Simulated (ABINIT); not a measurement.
Ti:

```
CELL_PARAMETERS angstrom
4.56737 0.00000 0.00000
-2.28369 3.95546 0.00000
0.00000 0.00000 2.82624
ATOMIC_POSITIONS crystal
Ti 0.66667 0.33333 0.50000
Ti 0.33333 0.66667 0.50000
Ti 0.00000 0.00000 0.00000
```

This isn't the form of Ti at room conditions, which is hcp.

Base run:

```yaml
Program: ABINIT 10.8.3 (patched build)
Functional: LDA
Potentials_or_basis: JTH PAW LDA v2.0
Cutoff: 354 eV
k_mesh: 5 × 5 × 7
Occupations: fermi-dirac, width 0.05 eV
Spin: no spin polarisation
```

Its results: band gap on the k mesh none (metal or under the smearing width); pressure -7.8 GPa.

The run is repeated on the same cell with these changes: functional from LDA to PBEsol; potentials or basis from JTH PAW LDA v2.0 to PseudoDojo NC SR PBEsol v0.4.1 standard; cutoff from 354 eV to 1034 eV. What comes out?

Band gap on the k mesh none (metal or under the smearing width); pressure -3.8 GPa.

Not every run made on this cell is shown here.
